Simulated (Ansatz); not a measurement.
Set up this calculation in Ansatz 0.2.0, as the native input.

| Item | Value |
| --- | --- |
| Task | single point |
| Functional | PBE |
| Potentials or basis | Ansatz PAW |
| Cutoff | 420 eV (not typed: the program's choice for these potentials) |
| k mesh | 9 × 9 × 5 |
| Occupations | gaussian, width 0.021 eV |
| Spin | no spin polarisation |

Crystal: Zr.

```
Zr
1.0
     3.23200    0.00000    0.00000
    -1.61600    2.79899    0.00000
     0.00000    0.00000    5.14700
Zr
2
Cartesian
  1.6160 0.9330 3.8603
  0.0000 1.8660 1.2868
```

The input as run:

input.yaml

```yaml
crystal:
  lattice:
    - [3.232, 0.0, 0.0]
    - [-1.616, 2.798994105, 0.0]
    - [0.0, 0.0, 5.147]
  atoms:
    - { symbol: Zr, position: [0.6666666667, 0.3333333333, 0.75] }
    - { symbol: Zr, position: [0.3333333333, 0.6666666667, 0.25] }
hamiltonian:
  xc: pbe
  pseudopotentials: { kind: paw }
kpoints:
  mp_grid: { grid: [9, 9, 5] }
scf:
  occupations: { method: gaussian, width: 0.021 }
output:
  forces: true
  stress: true
  eigenvalues: true
```

Potentials or basis: Ansatz PAW.

The run is started by

```bash
$ ansatz run input.yaml --threads 2 --pin off --max-ram 5632MiB --backend cpu --events-out ev --progress --plain --runs-dir out
```

It gave:

* Pressure: 0.6 GPa
* Band gap on the k mesh: none (metal or under the smearing width)

Run time: 1.5 s on 2 threads of Intel(R) Xeon(R) Processor @ 2.50GHz (Skylake/Cascade Lake), with other jobs on the host, peak memory 0.34 GiB.
